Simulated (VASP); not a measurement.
# PtSe2 (Sudovikovite) (P-3m1) in VASP: a series of runs

One crystal, PtSe2 (Sudovikovite), is run at these levels: TPSSh, LDA; tasks: band structure, equation of state.

All numbers are computed with VASP 6.6.1; they aren't measurements. Logs are shortened: lines on timing, memory, paths and dates and some standing lists are left out, and cuts for length are marked.

## 1. The crystal as given

Symmetry: P-3m1, No. 164, trigonal system. The conventional cell has a = 3.724 Å, b = 3.724 Å, c = 5.062 Å, α = 90.00°, β = 90.00°, γ = 120.00°. Pt (site symmetry -3m) is surrounded by 6 Se at 2.49 Å. Se (site symmetry 3m) is surrounded by 3 Pt at 2.49 Å.

## 2. Band structure, TPSSh

The input, POSCAR:

```
PtSe2
1.0
    3.7240000000      0.0000000000      0.0000000000
   -1.8620000000      3.2250786037      0.0000000000
    0.0000000000      0.0000000000      5.0620000000
Pt Se
1 2
Direct
    0.0000000000      0.0000000000      0.0000000000
    0.6666666667      0.3333333333      0.7500000000
    0.3333333333      0.6666666667      0.2500000000
```

The input, INCAR.step1:

```
ALGO     = Normal         # electronic algorithm
EDIFF    = 1E-5           # SCF threshold, eV
ENCUT    = 520            # plane-wave cutoff, eV
GGA      = PE             # functional
ISIF     = 2              # what is computed and relaxed
ISMEAR   = -1             # smearing method
LASPH    = True           # aspherical terms in the spheres
LCHARG   = False          # write CHGCAR
LMAXMIX  = 4              # l up to which the mixer works
LREAL    = False          # projectors in reciprocal space
LWAVE    = True           # write WAVECAR
NELM     = 80             # most SCF steps
PREC     = Accurate       # precision mode
SIGMA    = 0.05           # smearing width, eV
```

The input, INCAR.step2:

```
AEXX     = 0.1            # exact-exchange fraction
ALGO     = Normal         # electronic algorithm
EDIFF    = 1E-6           # SCF threshold, eV
ENCUT    = 520            # plane-wave cutoff, eV
ISIF     = 2              # what is computed and relaxed
ISMEAR   = -1             # smearing method
ISTART   = 1            
LASPH    = True           # aspherical terms in the spheres
LCHARG   = False          # write CHGCAR
LHFCALC  = True           # exact exchange
LMAXMIX  = 4              # l up to which the mixer works
LMIXTAU  = True         
LREAL    = False          # projectors in reciprocal space
LWAVE    = False          # write WAVECAR
METAGGA  = TPSS           # meta-GGA
NELM     = 80             # most SCF steps
PREC     = Accurate       # precision mode
PRECFOCK = Fast         
SIGMA    = 0.05           # smearing width, eV
```

The input, KPOINTS:

```
k-points
0
Gamma
  4 4 3
```

The input, KPOINTS_OPT:

```
path GMKGALHA,LM,KH
10
line-mode
reciprocal
 0.0000000000  0.0000000000  0.0000000000  G
 0.5000000000  0.0000000000  0.0000000000  M

 0.5000000000  0.0000000000  0.0000000000  M
 0.3333333333  0.3333333333  0.0000000000  K

 0.3333333333  0.3333333333  0.0000000000  K
 0.0000000000  0.0000000000  0.0000000000  G

 0.0000000000  0.0000000000  0.0000000000  G
 0.0000000000  0.0000000000  0.5000000000  A

 0.0000000000  0.0000000000  0.5000000000  A
 0.5000000000  0.0000000000  0.5000000000  L

 0.5000000000  0.0000000000  0.5000000000  L
 0.3333333333  0.3333333333  0.5000000000  H

 0.3333333333  0.3333333333  0.5000000000  H
 0.0000000000  0.0000000000  0.5000000000  A

 0.5000000000  0.0000000000  0.5000000000  L
 0.5000000000  0.0000000000  0.0000000000  M

 0.3333333333  0.3333333333  0.0000000000  K
 0.3333333333  0.3333333333  0.5000000000  H
```

Potentials or basis: VASP PAW PBE potentials, release 64 (Pt, Se).

Command:

```bash
$ cat potpaw_PBE.64/Pt/POTCAR potpaw_PBE.64/Se/POTCAR > POTCAR
$ cp INCAR.step1 INCAR
$ mpirun -np 1 vasp_std > vasp.out
$ cp INCAR.step2 INCAR
$ mpirun -np 1 vasp_std > vasp.out
```

OUTCAR:

```text
AEXX = 0.1
   EDIFF = 1E-6
   ENCUT = 520
   ISIF = 2
   ISMEAR = -1
   ISTART = 1
   LASPH = True
   LHFCALC = True
   LREAL = False
   METAGGA = TPSS
   NELM = 80
   PREC = Accurate
   PRECFOCK = Fast

 ion  position               nearest neighbor table
   1  0.000  0.000  0.000-   2 2.49   3 2.49   2 2.49   3 2.49   2 2.49   3 2.49
   2  0.667  0.333  0.750-   1 2.49   1 2.49   1 2.49
   3  0.333  0.667  0.250-   1 2.49   1 2.49   1 2.49

  LATTYP: Found a hexagonal cell.
 ALAT       =     3.7240000000
 C/A-ratio  =     1.3592910849

  Lattice vectors:

 A1 = (   3.7240000000,   0.0000000000,   0.0000000000)
 A2 = (  -1.8620000000,   3.2250786037,   0.0000000000)
 A3 = (   0.0000000000,   0.0000000000,   5.0620000000)

Analysis of symmetry for initial positions (statically):
=====================================================================
 Subroutine PRICEL returns:
 Original cell was already a primitive cell.

 Routine SETGRP: Setting up the symmetry group for a
 hexagonal supercell.

 Subroutine GETGRP returns: Found 12 space group operations
 (whereof 12 operations were pure point group operations)
 out of a pool of 24 trial point group operations.

The static configuration has the point symmetry D_3d.

Analysis of symmetry for dynamics (positions and initial velocities):
=====================================================================
 Subroutine PRICEL returns:
 Original cell was already a primitive cell.

 Routine SETGRP: Setting up the symmetry group for a
 hexagonal supercell.

 Subroutine GETGRP returns: Found 12 space group operations
 (whereof 12 operations were pure point group operations)
 out of a pool of 24 trial point group operations.

The dynamic configuration has the point symmetry D_3d.

 Subroutine INISYM returns: Found 12 space group operations
 (whereof 12 operations are pure point group operations),
 and found     1 'primitive' translations

----------------------------------------------------------------------------------------

                                     Primitive cell

  volume of cell :      60.7956

  direct lattice vectors                    reciprocal lattice vectors
     3.724000000  0.000000000  0.000000000     0.268528464  0.155034981  0.000000000
    -1.862000000  3.225078604  0.000000000     0.000000000  0.310069962  0.000000000
     0.000000000  0.000000000  5.062000000     0.000000000  0.000000000  0.197550375

  length of vectors
     3.724000000  3.724000000  5.062000000     0.310069962  0.310069962  0.197550375

  position of ions in fractional coordinates (direct lattice)
     0.000000000  0.000000000  0.000000000
     0.666666667  0.333333333  0.750000000
     0.333333333  0.666666667  0.250000000

  ion indices of the primitive-cell ions
   primitive index   ion index
                 1           1
                 2           2
                 3           3

----------------------------------------------------------------------------------------

 KPOINTS: k-points

Automatic generation of k-mesh.
 Grid dimensions read from file:
 generate k-points for:    4    4    3

 Generating k-lattice:

  Cartesian coordinates                     Fractional coordinates (reciprocal lattice)
     0.067132116  0.038758745  0.000000000     0.250000000  0.000000000  0.000000000
     0.000000000  0.077517490  0.000000000     0.000000000  0.250000000  0.000000000
     0.000000000  0.000000000  0.065850125     0.000000000  0.000000000  0.333333333

  Length of vectors
     0.077517490  0.077517490  0.065850125

  Shift w.r.t. Gamma in fractional coordinates (k-lattice)
     0.000000000  0.000000000  0.000000000

 Subroutine IBZKPT returns following result:
 ===========================================

 Found      9 irreducible k-points:

 Following reciprocal coordinates:
            Coordinates               Weight
  0.000000  0.000000  0.000000      1.000000
  0.250000 -0.000000  0.000000      6.000000
  0.500000 -0.000000  0.000000      3.000000
  0.250000  0.250000  0.000000      6.000000
[... 39 lines left out ...]

 Free energy of the ion-electron system (eV)
  ---------------------------------------------------
  ext. energy  EPLUGINS =         0.00000000
  ---------------------------------------------------
  free energy    TOTEN  =       -31.16273122 eV

  energy without entropy =      -31.15639828  energy(sigma->0) =      -31.15956475

 E-fermi :   6.6055     XC(G=0):  -9.9549

 val. band max:        5.6500611835   @ k =   0.0000   0.2500   0.3333
 cond. band min:       6.6919022701   @ k =   0.0000   0.2500   0.3333
 fundamental gap:      1.0418410865
 Fermi energy:         6.6054694886

 k-point     1 :       0.0000    0.0000    0.0000
  band No.  band energies     occupation
      1     -10.3467      2.00000
      2      -7.3672      2.00000
      3      -1.4977      2.00000
      4      -0.6428      2.00000
      5      -0.6428      2.00000
      6       1.7209      2.00000
      7       1.7209      2.00000
      8       3.2525      2.00000
      9       5.0571      2.00000
     10       5.0571      2.00000
     11       6.9212      0.00361
     12       8.1292      0.00000
     13       8.1292      0.00000
     14      10.2908      0.00000
     15      11.1497      0.00000

 k-point     2 :       0.2500   -0.0000    0.0000
  band No.  band energies     occupation
      1      -9.6568      2.00000
      2      -7.6560      2.00000
      3      -0.7469      2.00000
      4      -0.2199      2.00000
      5      -0.2005      2.00000
      6       0.6606      2.00000
      7       1.4394      2.00000
      8       2.3721      2.00000
      9       3.7608      2.00000
     10       4.1903      2.00000
     11       4.8647      2.00000
     12       7.9655      0.00000
     13       8.5221      0.00000
     14      11.6193      0.00000
     15      13.4116      0.00000
[... 95 lines left out ...]
      3      -1.8649      2.00000
      4      -0.1046      2.00000
      5       0.0261      2.00000
      6       1.0746      2.00000
      7       2.1954      2.00000
      8       2.2452      2.00000
      9       2.5501      2.00000
     10       2.9750      2.00000
     11       4.2751      2.00000
     12       8.0018      0.00000
     13       8.3029      0.00000
     14      10.7777      0.00000
     15      11.8996      0.00000

 k-point     9 :       0.2500    0.2500    0.3333
  band No.  band energies     occupation
      1      -8.4906      2.00000
      2      -8.1515      2.00000
      3      -1.0274      2.00000
      4      -0.7685      2.00000
      5       0.2595      2.00000
      6       0.8802      2.00000
      7       1.2521      2.00000
      8       2.2799      2.00000
      9       2.7122      2.00000
     10       3.4277      2.00000
     11       4.0261      2.00000
     12       7.4842      0.00000
     13       8.5691      0.00000
     14      12.6408      0.00000
     15      13.5589      0.00000

------------------------ aborting loop because EDIFF is reached ----------------------------------------

  FORCE on cell =-STRESS in cart. coord.  units (eV):
  Direction    XX          YY          ZZ          XY          YZ          ZX
  --------------------------------------------------------------------------------------
  -------------------------------------------------------------------------------------
  Total        1.7933093      1.7933093      1.0281124     -0.0000000      0.0000000     -0.0000000
  in kB       47.2599938     47.2599938     27.0943702     -0.0000000      0.0000000     -0.0000000
  external PRESSURE =      40.5381193 kB  Pullay stress =       0.0000000 kB

 VOLUME and BASIS-vectors are now :
 -----------------------------------------------------------------------------
  energy-cutoff  :      520.00
  volume of cell :       60.80
      direct lattice vectors                 reciprocal lattice vectors
     3.724000000  0.000000000  0.000000000     0.268528464  0.155034981  0.000000000
    -1.862000000  3.225078604  0.000000000     0.000000000  0.310069962  0.000000000
     0.000000000  0.000000000  5.062000000     0.000000000  0.000000000  0.197550375

 POSITION                                       TOTAL-FORCE (eV/Angst)
 -----------------------------------------------------------------------------------
      0.00000      0.00000      0.00000         0.000000      0.000000      0.000000
      1.86200      1.07503      3.79650        -0.000000      0.000000     -0.350466
     -0.00000      2.15005      1.26550         0.000000      0.000000      0.350466
 -----------------------------------------------------------------------------------
    total drift:                                0.000000     -0.000000      0.000000

  FREE ENERGIE OF THE ION-ELECTRON SYSTEM (eV)
  ---------------------------------------------------
  free  energy   TOTEN  =       -31.1627312205 eV

  energy  without entropy=      -31.1563982779  energy(sigma->0) =      -31.15956475
```

It took 15 min on 1 thread of Intel Xeon 6975P-C (Granite Rapids), shared host; peak memory 0.21 GiB.

What came out:

```yaml
Free_energy: -31.1627 eV
Pressure: 4.1 GPa
Largest_force: 0.350 eV/Å
```

Forces in eV/Å, atoms in the order of the input:
```
Pt   0.000  0.000  0.000
Se   0.000  0.000 -0.350
Se   0.000  0.000  0.350
```

Levels at the corners of the path, in eV from the Fermi level:
| point | band 8 | band 9 | band 10 | band 11 | band 12 | band 13 | band 14 | band 15 |
| --- | --- | --- | --- | --- | --- | --- | --- | --- |
| Γ | -3.35 | -1.55 | -1.55 | 0.32 | 1.52 | 1.52 | 3.69 | 4.54 |
| M | -4.36 | -4.27 | -4.17 | -3.61 | 0.74 | 2.50 | 5.00 | 6.08 |
| M | -4.36 | -4.27 | -4.17 | -3.61 | 0.74 | 2.50 | 5.00 | 6.08 |
| K | -4.55 | -3.11 | -2.36 | -2.36 | 0.06 | 0.06 | 4.37 | 7.88 |
| K | -4.55 | -3.11 | -2.36 | -2.36 | 0.06 | 0.06 | 4.37 | 7.88 |
| Γ | -3.35 | -1.55 | -1.55 | 0.32 | 1.52 | 1.52 | 3.69 | 4.54 |
| Γ | -3.35 | -1.55 | -1.55 | 0.32 | 1.52 | 1.52 | 3.69 | 4.54 |
| A | -3.47 | -2.23 | -1.94 | -1.94 | 2.41 | 2.41 | 4.97 | 6.69 |
| A | -3.47 | -2.23 | -1.94 | -1.94 | 2.41 | 2.41 | 4.97 | 6.68 |
| L | -4.30 | -3.97 | -3.37 | -1.80 | 1.05 | 1.65 | 4.88 | 4.93 |
| L | -4.30 | -3.97 | -3.37 | -1.80 | 1.05 | 1.65 | 4.88 | 4.93 |
| H | -4.69 | -4.43 | -3.13 | -3.13 | 2.14 | 2.14 | 7.03 | 7.63 |
| H | -4.69 | -4.43 | -3.13 | -3.13 | 2.14 | 2.14 | 7.03 | 7.63 |
| A | -3.47 | -2.23 | -1.94 | -1.94 | 2.41 | 2.41 | 4.97 | 6.69 |
| L | -4.30 | -3.97 | -3.37 | -1.80 | 1.05 | 1.65 | 4.88 | 4.93 |
| M | -4.36 | -4.27 | -4.17 | -3.61 | 0.74 | 2.50 | 5.00 | 6.08 |
| K | -4.55 | -3.11 | -2.36 | -2.36 | 0.06 | 0.06 | 4.37 | 7.88 |
| H | -4.69 | -4.43 | -3.13 | -3.13 | 2.14 | 2.14 | 7.03 | 7.63 |

Caveat: the k mesh is coarse (spacing up to 0.49 Å⁻¹), so the values aren't converged, least of all with exact exchange; an unscreened hybrid on a path of extra k points without a Coulomb cutoff has errors near the mesh points, so the bands along the path aren't reliable; the PAW data sets were made with another functional, which shifts forces and pressure a little; spin-orbit coupling is left out, which moves the levels of the heavy elements.

## 3. Equation of state, LDA, 18.43 Å³/atom (a relaxed cell with its volume scaled by 0.96)

The input, INCAR:

```
SYSTEM = PtSe2
  PREC = Accurate
  ENCUT = 520
  EDIFF = 1E-6
  ISMEAR = -1
  SIGMA = 0.05
  LREAL = .False.
  LASPH = .True.
  NELM = 60
  ALGO = Fast
  ISIF = 2
  LWAVE = .False.
  LCHARG = .False.
```

The input, KPOINTS:

```
regular mesh
0
Gamma
  8 8 4
  0 0 0
```

The input, POSCAR:

```
PtSe2                                   
1.0
    3.6957341966     -0.0000000000      0.0000000000
   -1.8478670983      3.2005996999     -0.0000000000
   -0.0000000000     -0.0000000000      4.6738551183
  Pt              Se            
     1     2
Direct
     0.0000000000000000    1.0000000000000000    0.0000000000000000
     0.6666666667000030    0.3333333332999970    0.7335341729915210
     0.3333333332999970    0.6666666667000030    0.2664658270084790
```

Potentials or basis: VASP PAW LDA potentials, release 64 (Pt, Se).

Command:

```bash
$ cat potpaw_LDA.64/Pt/POTCAR potpaw_LDA.64/Se/POTCAR > POTCAR
$ mpirun -np 1 vasp_std > vasp.out
```

Run time: 26 s. Hardware: 1 thread of Intel Xeon Platinum 8488C (Sapphire Rapids), shared host; peak memory 0.16 GiB.

It converged, with:

| Item | Value |
| --- | --- |
| Free energy | -17.0494 eV |
| Pressure | 6.4 GPa |
| Largest force | 0.459 eV/Å |
| Band gap on the k mesh | none (metal or under the smearing width) |

[end of part 1 of 2]
